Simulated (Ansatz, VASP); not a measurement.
One calculation of Ga, two programs

File INCAR:

```
SYSTEM = Ga
PREC = Accurate
ENCUT = 520
EDIFF = 1E-7
ISMEAR = -1
SIGMA = 0.05
LREAL = .False.
LASPH = .True.
NELM = 100
ALGO = Fast
ISIF = 2
LWAVE = .False.
LCHARG = .True.
GGA = PS
LELF = .True.
LVHAR = .True.
NBANDS = 20
```

Contents of KPOINTS:

```
regular mesh
0
Gamma
  8 7 6
  0 0 0
```

The input POSCAR:

```
Ga
1.0
    2.7784220849     -0.0277842208      0.0000000000
   -0.0328160879      3.2816087900      0.0000000000
   -1.3434310986      0.0134343110      3.9902731763
Ga
2
Direct
    0.1345962700      0.7500000000      0.7701668300
    0.8654037300      0.2500000000      0.2298331700
```

The input input.yaml:

```yaml
crystal:
  lattice:
    - [2.7784220849, -0.0277842208, 0.0]
    - [-0.0328160879, 3.28160879, 0.0]
    - [-1.3434310986, 0.013434311, 3.9902731763]
  atoms:
    - { symbol: Ga, position: [0.13459627, 0.75, 0.77016683] }
    - { symbol: Ga, position: [0.86540373, 0.25, 0.22983317] }
hamiltonian:
  xc: pbesol
  pseudopotentials: { kind: paw }
kpoints:
  mp_grid: { grid: [8, 7, 6] }
scf:
  occupations: { method: fermi_dirac, width: 0.05 }
output:
  forces: true
  stress: true
  eigenvalues: true
  write_density: true
  write_potential: true
  elf: true
  volumetric_format: npy
```

This isn't the form of Ga at room conditions, which is orthorhombic.

Alike in both runs: task single point; functional PBEsol; k mesh 8 × 7 × 6; occupations fermi-dirac, width 0.05 eV; no spin polarisation.

```csv
,VASP,Ansatz
version,VASP 6.6.1,Ansatz 0.2.0
potentials or method,"VASP PAW PBE potentials, release 64 (Ga_d)",Ansatz PAW
plane-wave cutoff (eV),520,420
valence electrons in the cell,26,26
```

|  | VASP | Ansatz | Ansatz less VASP |
| --- | --- | --- | --- |
| gap on the k mesh at the Fermi level (eV) | none | none | - |
| pressure (GPa) | -0.4 | -0.6 | -0.12 |
| largest component of the traceless stress (GPa) | 1.71 | 1.72 | +0.010 |
| rms of the force components (eV/Å) | 0.059 | 0.058 | -0.0011 |

Atom by atom the forces differ by 0.001 eV/Å (rms over components). A gap of «none» marks a metal or a gap that the smearing closes.

Caveats: the PAW data sets were made with another functional, which shifts forces and pressure a little (VASP); the PAW data sets come from PBE, with cores solved anew for the run's functional, which leaves a small shift of forces and pressure (Ansatz).
